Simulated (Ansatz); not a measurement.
# Pd: equation of state with PBE

The system is Pd.

```
Pd
1.0
     0.00000    1.94650    1.94650
     1.94650    0.00000    1.94650
     1.94650    1.94650    0.00000
Pd
1
Cartesian
  0.0000 0.0000 0.0000
```

```json
{"Program": "Ansatz 0.2.0", "Task": "equation of state", "Functional": "PBE", "Potentials or basis": "SPMS NC", "Cutoff": "653 eV", "Density cutoff": "2612 eV", "k mesh": "12 × 12 × 12", "Occupations": "fermi-dirac, width 0.05 eV", "Spin": "no spin polarisation"}
```

The equilibrium volume is 15.37 Å³/atom, the bulk modulus is 169 GPa and the pressure derivative of the bulk modulus is 5.6.

Energy against volume, from the lowest point:
```csv
volume (Å³/atom),energy (meV/atom)
13.865,97.03
14.160,59.80
14.455,32.59
14.750,14.26
15.045,3.71
15.340,0.00
15.635,2.37
```

All runs of the series together: 4.9 s on 2 threads of Arm Neoverse V2, on a shared host.

PBE usually gives volumes a little too large and moduli too small. Zero-point motion and thermal expansion aren't in these numbers.
